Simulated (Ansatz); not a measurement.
**Ca: do energies and stresses tell the same story?**

Computed with Ansatz 0.2.0, DFT PBEsol, scalar-relativistic, plane waves, PAW.

Plane waves to 420 eV, a k mesh through Γ of 12×12×8 on the computed 2-atom cell and Gaussian smearing (0.10 eV); no spin polarisation.

Relaxed cell: P6_3/mmc, a = 3.854 Å, b = 3.854 Å, c = 6.340 Å, α = 90.00°, β = 90.00°, γ = 120.00°, 2 atoms in the primitive cell. This form isn't the element's structure at ambient conditions.

Energies at zero smearing and pressures from the stress tensor, at volumes with shape and atoms relaxed:
```json
{"V (Å³/atom)": "35.878", "E − E(first) (meV/atom)": "0.00", "P (GPa)": "2.826"}
{"V (Å³/atom)": "37.101", "E − E(first) (meV/atom)": "-18.34", "P (GPa)": "1.979"}
{"V (Å³/atom)": "38.325", "E − E(first) (meV/atom)": "-30.53", "P (GPa)": "1.233"}
{"V (Å³/atom)": "39.548", "E − E(first) (meV/atom)": "-37.32", "P (GPa)": "0.573"}
{"V (Å³/atom)": "40.771", "E − E(first) (meV/atom)": "-39.35", "P (GPa)": "-0.007"}
{"V (Å³/atom)": "41.994", "E − E(first) (meV/atom)": "-37.21", "P (GPa)": "-0.516"}
{"V (Å³/atom)": "43.217", "E − E(first) (meV/atom)": "-31.41", "P (GPa)": "-0.963"}
{"V (Å³/atom)": "44.848", "E − E(first) (meV/atom)": "-18.76", "P (GPa)": "-1.476"}
```

Q: Check P = −dE/dV between neighbouring volumes, and get the bulk modulus from the pressures alone.

A: With 1 eV/Å³ = 160.2 GPa:
```tsv
middle V (Å³/atom)	−ΔE/ΔV (GPa)	mean P (GPa)
36.490	2.403	2.403
37.713	1.596	1.606
38.936	0.890	0.903
40.159	0.266	0.283
41.382	-0.281	-0.261
42.605	-0.760	-0.739
44.032	-1.243	-1.220
```

The two differ by 0.023 GPa at most. The mean of two end pressures misses the average over a step by about ΔV² P″/12, up to 0.008 GPa here; with that taken off 0.016 GPa remains. Around V = 40.771 Å³/atom, the two neighbours give B = −V ΔP/ΔV = 40.771 × 1.089 / 2.446 = 18.1 GPa, against B0 = 18.2 GPa from the Birch–Murnaghan fit of the energies.